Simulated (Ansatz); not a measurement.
# Zn3Ge2P6: the cost of one run

Computed with Ansatz 0.2.0 (DFT PBE+D3(BJ), scalar-relativistic, plane waves, PAW, unless a step's input says otherwise).

3 further runs of the same task are left out: 3 set aside as unsound or not needed.

### Step 1. The starting structure

It takes space group R-3m (No. 166, trigonal). The conventional cell has a = 7.028 Å, b = 7.028 Å, c = 9.523 Å, α = 90.00°, β = 90.00°, γ = 120.00°. Around Ge (site symmetry 3m) lie 6 P at 2.46 to 2.74 Å. P (site symmetry m) is surrounded by 2 P at 2.23 Å and 2 Ge at 2.46 to 2.74 Å.

Coordinates:

```
Ge P
1.0
     3.51383    2.02871    3.17445
    -3.51383    2.02871    3.17445
     0.00000   -4.05742    3.17445
Ge P
2 6
Direct
  0.26169 0.26169 0.26169
  0.73831 0.73831 0.73831
  0.78263 0.25953 0.78263
  0.78263 0.78263 0.25953
  0.25953 0.78263 0.78263
  0.21737 0.74047 0.21737
  0.74047 0.21737 0.21737
  0.21737 0.21737 0.74047
```

It is the result of an earlier relaxation at this level (volume 16.97 Å³/atom; gap on the mesh: none (metal)).

Reference energy of this cell: -13127.2371 eV (8 atoms, 6×6×6 mesh, zero smearing).

### Step 2. Next: 3 Zn put on empty site 2 in one host cell

The empty site lies 2.15 Å from the nearest host atom; the cell of 1 host cell is widened for the start only if the site is tight.

The cell holds 2 Ge, 6 P, 3 Zn: a = 5.571 Å, b = 5.571 Å, c = 5.571 Å, α = 86.01°, β = 86.01°, γ = 86.01°.

### Step 3. Probe: one point at the start

Contents of input.yaml:

```yaml
crystal:
  lattice:
    - [3.7996961558, 2.1937555984, 3.432705592]
    - [-3.7996961558, 2.1937555984, 3.432705592]
    - [0.0, -4.3875111968, 3.432705592]
  atoms:
    - { symbol: Ge, position: [0.2616851978, 0.2616851978, 0.2616851978] }
    - { symbol: Ge, position: [0.7383148022, 0.7383148022, 0.7383148022] }
    - { symbol: P, position: [0.7826299118, 0.259533479, 0.7826299118] }
    - { symbol: P, position: [0.7826299118, 0.7826299118, 0.259533479] }
    - { symbol: P, position: [0.259533479, 0.7826299118, 0.7826299118] }
    - { symbol: P, position: [0.2173700882, 0.740466521, 0.2173700882] }
    - { symbol: P, position: [0.740466521, 0.2173700882, 0.2173700882] }
    - { symbol: P, position: [0.2173700882, 0.2173700882, 0.740466521] }
    - { symbol: Zn, position: [0.0, 0.0, 0.5] }
    - { symbol: Zn, position: [0.5, 0.0, 0.0] }
    - { symbol: Zn, position: [0.0, 0.5, 0.0] }
basis:
  ecutwfc: 420
kpoints:
  mp_grid: { grid: [3, 3, 3] }
hamiltonian:
  xc: pbe
  dispersion: d3bj
scf:
  occupations: { method: gaussian, width: 0.1 }
output:
  forces: true
  stress: true
  eigenvalues: true
```

Launch:

```sh
$ ansatz run input.yaml --threads 2 --pin off --max-ram 5120MiB --backend cpu --events-out ev --progress --plain --runs-dir out
```

**Question.** How long does this run take on 2 threads of Arm Neoverse V1, shared host, and how much memory does it need?

About 3.9 s, with a peak of 0.52 GiB.
